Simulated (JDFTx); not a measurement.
# Ti (P6_3/mmc) in JDFTx: reference runs, part 2 of 2

JDFTx 1.7.0 (patched build). Earlier steps stand in the parts before.

## (3) Single point, PBEsol (atoms moved at random, drawn with an rms of 0.05 Å)

Ti.in reads:

```
lattice \
    5.5746920676    -2.7873460338     0.0000000000 \
    0.0000000000     4.8278249489     0.0000000000 \
    0.0000000000     0.0000000000     8.8439182632
coords-type Lattice
ion Ti     0.6861620000     0.3268800000     0.7484870000 1
ion Ti     0.3379730000     0.6729080000     0.2487300000 1

ion-species pseudo/Ti.upf
elec-cutoff 42 336
elec-ex-corr gga-PBEsol
kpoint-folding 10 10 6
elec-smearing Fermi 0.0018374661
elec-n-bands 18
electronic-SCF nIterations 100 energyDiffThreshold 1e-09
electronic-minimize nIterations 30 energyDiffThreshold 1e-7
converge-empty-states yes
forces-output-coords Cartesian

dump-name run.$VAR
dump End Ecomponents EigStats BandEigs Kpoints Forces Stress
```

Potentials or basis: PseudoDojo-SR-PBEsol-0.4.1-standard with smoothed tails.

Command:

```console
$ jdftx -c 1 -i Ti.in -o Ti.out
```

What it wrote:

```text
*************** JDFTx 1.7.0 (patched build) ***************

Input parsed successfully to the following command list (including defaults):
[... the input with its defaults ...]

---------- Setting up symmetries ----------

Found 24 point-group symmetries of the bravais lattice
Found 2 space-group symmetries with basis
Applied RMS atom displacement 0 bohrs to make symmetries exact.

---------- Initializing the Grid ----------
R =
[      5.57469     -2.78735            0  ]
[            0      4.82782            0  ]
[            0            0      8.84392  ]
unit cell volume = 238.022
G =
[    1.12709   0.650726         -0  ]
[          0    1.30145          0  ]
[          0         -0   0.710453  ]
Minimum fftbox size, Smin = [  48  48  76  ]
Chosen fftbox size, S = [  48  48  80  ]

---------- Initializing tighter grid for wavefunction operations ----------
R =
[      5.57469     -2.78735            0  ]
[            0      4.82782            0  ]
[            0            0      8.84392  ]
unit cell volume = 238.022
G =
[    1.12709   0.650726         -0  ]
[          0    1.30145          0  ]
[          0         -0   0.710453  ]
Minimum fftbox size, Smin = [  36  36  52  ]
Chosen fftbox size, S = [  36  36  54  ]

---------- Exchange Correlation functional ----------
Initalized PBEsol GGA exchange.
Initalized PBEsol GGA correlation.

---------- Setting up pseudopotentials ----------
Width of ionic core gaussian charges (only for fluid interactions / plotting) set to 0

Reading pseudopotential file 'pseudo/Ti.upf':
  'Ti' pseudopotential, 'PBESOL' functional
  Generated using ONCVPSP code by D. R. Hamann
  12 valence electrons, 4 orbitals, 6 projectors, 1001 radial grid points, with lMax = 2
    3S    l: 0   occupation:  2.0   eigenvalue: -2.295026
    3P    l: 1   occupation:  6.0   eigenvalue: -1.424955
    3D    l: 2   occupation:  2.0   eigenvalue: -0.157121
[... 31 lines left out ...]
	FillingsUpdate:  mu: +0.537854333  nElectrons: 24.000000
LCAOMinimize: Iter:   3  F: -116.4693340223020641  |grad|_K:  1.675e-07  alpha:  6.581e-01  linmin:  1.252e-04  cgtest:  1.899e-04
LCAOMinimize: Converged (|Delta F|<1.000000e-06 for 2 iters).

-------- Electronic minimization -----------
Will mix electronic density at each iteration.
	FillingsUpdate:  mu: +0.537854333  nElectrons: 24.000000
	FillingsUpdate:  mu: +0.516121248  nElectrons: 24.000000
SCF: Cycle:  0   F: -116.537878651913658   dF: -6.854e-02   |Residual|: 1.856e-01   |deigs|: 1.346e-02
	FillingsUpdate:  mu: +0.489809821  nElectrons: 24.000000
SCF: Cycle:  1   F: -116.564684972168052   dF: -2.681e-02   |Residual|: 6.878e-02   |deigs|: 4.355e-02
	FillingsUpdate:  mu: +0.474679169  nElectrons: 24.000000
SCF: Cycle:  2   F: -116.571038252477024   dF: -6.353e-03   |Residual|: 3.352e-02   |deigs|: 2.498e-02
	FillingsUpdate:  mu: +0.483725272  nElectrons: 24.000000
SCF: Cycle:  3   F: -116.571081880272843   dF: -4.363e-05   |Residual|: 2.695e-02   |deigs|: 1.587e-02
	FillingsUpdate:  mu: +0.478686254  nElectrons: 24.000000
SCF: Cycle:  4   F: -116.571832472472877   dF: -7.506e-04   |Residual|: 2.376e-03   |deigs|: 8.386e-03
	FillingsUpdate:  mu: +0.478476794  nElectrons: 24.000000
SCF: Cycle:  5   F: -116.571856804293560   dF: -2.433e-05   |Residual|: 1.147e-03   |deigs|: 3.920e-04
	FillingsUpdate:  mu: +0.478796687  nElectrons: 24.000000
SCF: Cycle:  6   F: -116.571867594161859   dF: -1.079e-05   |Residual|: 3.678e-04   |deigs|: 5.449e-04
	FillingsUpdate:  mu: +0.478731494  nElectrons: 24.000000
SCF: Cycle:  7   F: -116.571873284198730   dF: -5.690e-06   |Residual|: 5.427e-04   |deigs|: 9.998e-05
[... 53 lines left out ...]
SCF: Cycle: 34   F: -116.571888776811505   dF: -4.371e-09   |Residual|: 5.812e-06   |deigs|: 4.752e-07
	FillingsUpdate:  mu: +0.478942642  nElectrons: 24.000000
SCF: Cycle: 35   F: -116.571888780628541   dF: -3.817e-09   |Residual|: 8.192e-06   |deigs|: 5.827e-07
	FillingsUpdate:  mu: +0.478942611  nElectrons: 24.000000
SCF: Cycle: 36   F: -116.571888783328589   dF: -2.700e-09   |Residual|: 7.275e-06   |deigs|: 4.923e-07
	FillingsUpdate:  mu: +0.478942521  nElectrons: 24.000000
SCF: Cycle: 37   F: -116.571888785418551   dF: -2.090e-09   |Residual|: 4.526e-06   |deigs|: 3.401e-07
	FillingsUpdate:  mu: +0.478942432  nElectrons: 24.000000
SCF: Cycle: 38   F: -116.571888787048337   dF: -1.630e-09   |Residual|: 3.983e-06   |deigs|: 2.843e-07
	FillingsUpdate:  mu: +0.478942417  nElectrons: 24.000000
SCF: Cycle: 39   F: -116.571888788296050   dF: -1.248e-09   |Residual|: 3.868e-06   |deigs|: 4.103e-07
	FillingsUpdate:  mu: +0.478942386  nElectrons: 24.000000
SCF: Cycle: 40   F: -116.571888789225042   dF: -9.290e-10   |Residual|: 2.510e-06   |deigs|: 3.569e-07
	FillingsUpdate:  mu: +0.478942408  nElectrons: 24.000000
SCF: Cycle: 41   F: -116.571888789931307   dF: -7.063e-10   |Residual|: 3.519e-06   |deigs|: 3.355e-07
SCF: Converged (|Delta E|<1.000000e-09 for 2 iters).

Setting wave functions to eigenvectors of Hamiltonian
Converging empty states (this may take a while): |deigs|: 2.849e-07

# Stress tensor in Cartesian coordinates [Eh/a0^3]:
[   0.00019968 -2.30406e-05  4.95927e-08  ]
[ -2.30406e-05  0.000175947 -2.02808e-08  ]
[  4.95927e-08 -2.02808e-08  0.000202329  ]

# Ionic positions in lattice coordinates:
ion Ti   0.686162000000000   0.326880000000000   0.748487000000000 1
ion Ti   0.337973000000000   0.672908000000000   0.248730000000000 1

# Forces in Cartesian coordinates:
force Ti  -0.001764941962177   0.000902543990098   0.000049788327136 1
force Ti   0.001764941962177  -0.000902543990098  -0.000049788327136 1

# Energy components:
   Eewald =      -84.5376891239417745
       EH =       24.3476411116684446
     Eloc =      -88.9305813056929679
      Enl =        0.9293076485428388
      Exc =      -17.2521055420200717
 Exc_core =        2.0286086495763467
       KE =       46.8436754289042838
-------------------------------------
     Etot =     -116.5711431329629022
       TS =        0.0007456569684120
-------------------------------------
        F =     -116.5718887899313074

IonicMinimize: Iter:   0  F: -116.571888789931307  |grad|_K:  1.145e-03
IonicMinimize: None of the convergence criteria satisfied after 0 iterations.

#--- Lowdin population analysis ---
# oxidation-state Ti +0.132 +0.132

Dumping 'run.eigStats' ...
	eMin: -1.601559 at state 0 ( [ +0.000000 +0.000000 +0.000000 ] spin 0 )
	HOMO: +0.478919 at state 147 ( [ +0.200000 -0.100000 +0.166667 ] spin 0 )
	mu  : +0.478943
	LUMO: +0.478958 at state 85 ( [ +0.100000 -0.200000 -0.166667 ] spin 0 )
	eMax: +0.610544 at state 126 ( [ +0.200000 +0.500000 -0.333333 ] spin 0 )
	HOMO-LUMO gap: +0.000039
	Optical gap  : +0.004913 at state 178 ( [ +0.300000 +0.400000 +0.333333 ] spin 0 )
Done!
```

It took 14 min on 1 thread of Intel Xeon 6975P-C (Granite Rapids), shared host; peak memory 0.87 GiB.

What came out:

| Property | Result |
| --- | --- |
| Free energy | -3172.0827 eV |
| Pressure | -5.7 GPa |
| Largest force | 0.102 eV/Å |
| Band gap on the k mesh | none (metal or under the smearing width) |

Forces in eV/Å, atoms in the order of the input:
```
Ti  -0.091  0.046  0.003
Ti   0.091 -0.046 -0.003
```

Stress tensor (GPa, compression positive):
```
-5.87  0.68  0.00
 0.68 -5.18  0.00
 0.00  0.00 -5.95
```

Levels at points of the mesh, in eV from the Fermi level:
| k point | band 8 | band 9 | band 10 | band 11 | band 12 | band 13 | band 14 | band 15 | band 16 | band 17 |
| --- | --- | --- | --- | --- | --- | --- | --- | --- | --- | --- |
| (0.00, 0.00, 0.00) | -32.58 | -6.15 | -2.65 | 0.72 | 0.75 | 0.82 | 0.85 | 1.26 | 1.32 | 1.50 |
| (0.00, 0.00, 0.50) | -32.63 | -4.32 | -4.32 | 0.09 | 0.10 | 0.67 | 0.67 | 0.72 | 0.72 | 2.73 |
| (0.00, 0.50, 0.00) | -32.66 | -2.28 | -2.11 | -1.76 | -0.63 | 0.49 | 0.55 | 1.13 | 3.32 | 3.51 |
| (0.00, 0.50, 0.50) | -32.74 | -2.52 | -2.52 | -0.78 | -0.78 | 1.29 | 1.29 | 1.75 | 1.75 | 3.46 |
| (0.50, 0.00, 0.00) | -32.66 | -2.28 | -2.11 | -1.75 | -0.64 | 0.49 | 0.54 | 1.12 | 3.32 | 3.51 |
| (0.50, 0.00, 0.50) | -32.74 | -2.52 | -2.52 | -0.78 | -0.77 | 1.29 | 1.29 | 1.75 | 1.75 | 3.46 |
| (0.50, 0.50, 0.00) | -32.66 | -2.39 | -2.11 | -1.91 | -0.59 | 0.45 | 0.83 | 1.23 | 3.36 | 3.52 |
| (0.50, 0.50, 0.50) | -32.74 | -2.47 | -2.47 | -0.83 | -0.83 | 1.29 | 1.29 | 1.71 | 1.71 | 3.47 |
